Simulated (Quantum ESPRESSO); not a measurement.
**HfO2 (Fm-3m): how pressure shifts the optical phonon**

By how much does an optical zone-centre mode of HfO2 (Fm-3m) shift under hydrostatic pressure?

Method: DFT PBEsol, scalar-relativistic, plane waves, PseudoDojo norm-conserving pseudopotentials, in Quantum ESPRESSO 7.5.

### Step 1. The relaxed structure

It takes space group Fm-3m (No. 225, cubic). Conventional cell: a = 5.022 Å, b = 5.022 Å, c = 5.022 Å, α = 90.00°, β = 90.00°, γ = 90.00°. Hf has 8 O at 2.17 Å nearest. O has 4 Hf at 2.17 Å nearest. Farther neighbours and most contacts between anions are not listed.

This is the cell after its relaxation at this level of theory, not the database cell from which that began.

### Step 2. Runs at several volumes

The relaxed cell is scaled uniformly; in this structure symmetry fixes all atoms, so nothing has to be relaxed anew. Each volume gets a ground state and a response at Γ. The mode followed is the highest one without the macroscopic field, of symmetry T2g; longitudinal polar modes lie higher. Cutoff 92 Ry, k mesh 8×8×8.

From the response at V/V₀ = 0.94:

Log:

```text
[banners, grids, parts of the stress and lines that vanish by symmetry left out]
Program PHONON v.7.5
     Reading xml data from directory:

[...]
Exchange-correlation= PBESOL
                           (   1   4  10   8   0   0   0)
[...]
kinetic-energy cut-off    =      92.0000  Ry
     charge density cut-off    =     368.0000  Ry
     convergence threshold     =      1.0E-18
[...]
Exchange-correlation= PBESOL
                           (   1   4  10   8   0   0   0)
[...]
q = (   0.0000000   0.0000000   0.0000000 )
     49 Sym.Ops. (with q -> -q+G )
     G cutoff =  402.7572  (  23973 G-vectors)     FFT grid: ( 45, 45, 45)
     number of k points=    29
[...]
Mode symmetry, O_h (m-3m)  point group:
[...]
Dielectric constant
[...]
End of electric fields calculation
          Dielectric constant in cartesian axis
          (       5.205459910       0.000000000       0.000000000 )
          (       0.000000000       5.205459910      -0.000000000 )
          (       0.000000000      -0.000000000       5.205459910 )
          Effective charges (d Force / dE) in cartesian axis without acoustic sum rule applied (asr)
           atom    1  Hf    Mean Z*:        5.54963
      Ex  (        5.54963       -0.00000       -0.00000 )
      Ey  (       -0.00000        5.54963       -0.00000 )
      Ez  (       -0.00000       -0.00000        5.54963 )
           atom    2  O     Mean Z*:       -2.77457
      Ex  (       -2.77457        0.00000        0.00000 )
      Ey  (       -0.00000       -2.77457       -0.00000 )
      Ez  (        0.00000       -0.00000       -2.77457 )
           atom    3  O     Mean Z*:       -2.77457
      Ex  (       -2.77457        0.00000        0.00000 )
      Ey  (       -0.00000       -2.77457       -0.00000 )
      Ez  (        0.00000       -0.00000       -2.77457 )
          Effective charges Sum: Mean:        0.00049
[...]
Effective charges (d Force / dE) in cartesian axis with asr applied:
           atom    1  Hf    Mean Z*:        5.54947
[...]
atom    2  O     Mean Z*:       -2.77473
[...]
atom    3  O     Mean Z*:       -2.77473
[...]
Representation #   1 modes #   1   2   3
[...]
End of self-consistent calculation
     Convergence has been achieved
     Representation #   2 modes #   4   5   6
[...]
End of self-consistent calculation
     Convergence has been achieved
     Representation #   3 modes #   7   8   9
[...]
End of self-consistent calculation
     Convergence has been achieved
[...]
Dielectric constant in cartesian axis
          (       5.205459910       0.000000000       0.000000000 )
          (       0.000000000       5.205459910      -0.000000000 )
          (       0.000000000      -0.000000000       5.205459910 )
          Effective charges (d Force / dE) in cartesian axis without acoustic sum rule applied (asr)
           atom    1  Hf    Mean Z*:        5.54963
      Ex  (        5.54963       -0.00000       -0.00000 )
      Ey  (       -0.00000        5.54963       -0.00000 )
      Ez  (       -0.00000       -0.00000        5.54963 )
           atom    2  O     Mean Z*:       -2.77457
      Ex  (       -2.77457        0.00000        0.00000 )
      Ey  (       -0.00000       -2.77457       -0.00000 )
      Ez  (        0.00000       -0.00000       -2.77457 )
           atom    3  O     Mean Z*:       -2.77457
      Ex  (       -2.77457        0.00000        0.00000 )
      Ey  (       -0.00000       -2.77457       -0.00000 )
      Ez  (        0.00000       -0.00000       -2.77457 )
          Effective charges Sum: Mean:        0.00049
[...]
Effective charges (d Force / dE) in cartesian axis with asr applied:
           atom    1  Hf    Mean Z*:        5.54947
[...]
atom    2  O     Mean Z*:       -2.77473
[...]
atom    3  O     Mean Z*:       -2.77473
[...]
q = (    0.000000000   0.000000000   0.000000000 )
[...]
freq (    1) =      -0.043576 [THz] =      -1.453542 [cm-1]
     freq (    2) =      -0.043576 [THz] =      -1.453542 [cm-1]
     freq (    3) =      -0.043576 [THz] =      -1.453542 [cm-1]
     freq (    4) =       8.977269 [THz] =     299.449452 [cm-1]
     freq (    5) =       8.977269 [THz] =     299.449452 [cm-1]
     freq (    6) =       8.977269 [THz] =     299.449452 [cm-1]
     freq (    7) =      19.263720 [THz] =     642.568522 [cm-1]
     freq (    8) =      19.263720 [THz] =     642.568522 [cm-1]
     freq (    9) =      19.263720 [THz] =     642.568522 [cm-1]
[...]
Mode symmetry, O_h (m-3m)  point group:
     freq (   1-   3) =         -1.5  [cm-1]   --> T_1u G_15  G_4- I
     freq (   4-   6) =        299.4  [cm-1]   --> T_1u G_15  G_4- I
     freq (   7-   9) =        642.6  [cm-1]   --> T_2g G_25' G_5+ R

   JOB DONE.
```

One volume, V/V₀ = 1, is held back as a test.

```csv
V/V₀,volume (Å³/atom),pressure (GPa),ω (cm⁻¹)
0.94,9.920,18.92,642.57
0.97,10.236,8.72,613.26
1,10.553,0.00,held back
1.03,10.869,-7.45,559.84
1.06,11.186,-13.82,535.42
```

### Step 3. The fit

The mode Grüneisen parameter is γ = −d ln ω / d ln V.

```csv
ln(V/V₀),ln ω
-0.0619,6.4655
-0.0305,6.4188
0.0296,6.3277
0.0583,6.2831
```

A straight line through these points has the slope -1.518, so γ = 1.52; at V/V₀ = 1 it predicts ω = exp(6.3720 + 0.0000) = 585.25 cm⁻¹.

A parabola of pressure against ln V through V/V₀ = 0.97, 1 and 1.03 gives the bulk modulus B = −dP/d ln V = 269 GPa at V₀. With ω₀ from the fitted line the pressure coefficient follows as dω/dP = γ ω₀ / B = 1.52 × 585.2 / 269 = 3.30 cm⁻¹/GPa.

### Step 4. The run that was held back

Log:

```text
[banners, grids, parts of the stress and lines that vanish by symmetry left out]
[banner, memory and clock lines left out]
Program PHONON v.7.5

[...]
Exchange-correlation= PBESOL
                           (   1   4  10   8   0   0   0)
[...]
kinetic-energy cut-off    =      92.0000  Ry
     charge density cut-off    =     368.0000  Ry
     convergence threshold     =      1.0E-18
[...]
Exchange-correlation= PBESOL
                           (   1   4  10   8   0   0   0)
[...]
q = (   0.0000000   0.0000000   0.0000000 )
     49 Sym.Ops. (with q -> -q+G )
     G cutoff =  419.7184  (  25509 G-vectors)     FFT grid: ( 45, 45, 45)
     number of k points=    29
[...]
Mode symmetry, O_h (m-3m)  point group:
[...]
Dielectric constant
[...]
End of electric fields calculation
          Dielectric constant in cartesian axis
          (       5.229116786      -0.000000000      -0.000000000 )
          (      -0.000000000       5.229116786       0.000000000 )
          (      -0.000000000       0.000000000       5.229116786 )
          Effective charges (d Force / dE) in cartesian axis without acoustic sum rule applied (asr)
           atom    1  Hf    Mean Z*:        5.51916
      Ex  (        5.51916        0.00000        0.00000 )
      Ey  (       -0.00000        5.51916       -0.00000 )
      Ez  (        0.00000       -0.00000        5.51916 )
           atom    2  O     Mean Z*:       -2.75933
      Ex  (       -2.75933        0.00000       -0.00000 )
      Ey  (        0.00000       -2.75933        0.00000 )
      Ez  (       -0.00000        0.00000       -2.75933 )
[...]
(      -0.000000000       0.000000000       5.229116786 )
          Effective charges (d Force / dE) in cartesian axis without acoustic sum rule applied (asr)
           atom    1  Hf    Mean Z*:        5.51916
      Ex  (        5.51916        0.00000        0.00000 )
      Ey  (       -0.00000        5.51916       -0.00000 )
      Ez  (        0.00000       -0.00000        5.51916 )
           atom    2  O     Mean Z*:       -2.75933
      Ex  (       -2.75933        0.00000       -0.00000 )
      Ey  (        0.00000       -2.75933        0.00000 )
      Ez  (       -0.00000        0.00000       -2.75933 )
           atom    3  O     Mean Z*:       -2.75933
      Ex  (       -2.75933       -0.00000       -0.00000 )
      Ey  (       -0.00000       -2.75933        0.00000 )
      Ez  (       -0.00000        0.00000       -2.75933 )
          Effective charges Sum: Mean:        0.00051
[...]
Effective charges (d Force / dE) in cartesian axis with asr applied:
           atom    1  Hf    Mean Z*:        5.51899
[...]
atom    2  O     Mean Z*:       -2.75950
[...]
atom    3  O     Mean Z*:       -2.75950
[...]
q = (    0.000000000   0.000000000   0.000000000 )
[...]
freq (    1) =      -0.054449 [THz] =      -1.816236 [cm-1]
     freq (    2) =      -0.054449 [THz] =      -1.816236 [cm-1]
     freq (    3) =      -0.054449 [THz] =      -1.816236 [cm-1]
     freq (    4) =       7.103398 [THz] =     236.943837 [cm-1]
     freq (    5) =       7.103398 [THz] =     236.943837 [cm-1]
     freq (    6) =       7.103398 [THz] =     236.943837 [cm-1]
     freq (    7) =      17.560186 [THz] =     585.744750 [cm-1]
     freq (    8) =      17.560186 [THz] =     585.744750 [cm-1]
     freq (    9) =      17.560186 [THz] =     585.744750 [cm-1]
[...]
Mode symmetry, O_h (m-3m)  point group:
     freq (   1-   3) =         -1.8  [cm-1]   --> T_1u G_15  G_4- I
     freq (   4-   6) =        236.9  [cm-1]   --> T_1u G_15  G_4- I
     freq (   7-   9) =        585.7  [cm-1]   --> T_2g G_25' G_5+ R
```

It gives 585.74 cm⁻¹ against the predicted 585.25 cm⁻¹, a miss of 0.5 cm⁻¹.

### Step 5. What came out

```yaml
mode_grueneisen_parameter: 1.518
bulk_modulus: 269 GPa
pressure_coefficient: 3.30 cm⁻¹/GPa
```

**Reading.** The highest optical mode of HfO2 (Fm-3m) without the LO-TO term stiffens by 3.30 cm⁻¹ a GPa near the relaxed volume, with γ = 1.52. The power law meets all 5 runs within 0.09 %; between neighbouring volumes γ runs from 1.49 to 1.55. Such a coefficient turns a measured shift of this mode into a hydrostatic stress; uniaxial or biaxial stress splits the mode and needs deformation potentials. These are harmonic values at zero temperature for the structure held cubic, which a run at Γ can't show to be stable; the bulk modulus rests on three points.

[Host names and launcher messages were left out of these logs when they were recorded.]

[Logs are printed without paths, hosts, clocks, repeated set-up lines and the standing remarks that a program may print on its own settings, such as how far it seeks lower states.]

[Hosts, paths, dates, database ids (printed as entryN), source tags and the programs' standing remarks are cut or masked in the printed files.]
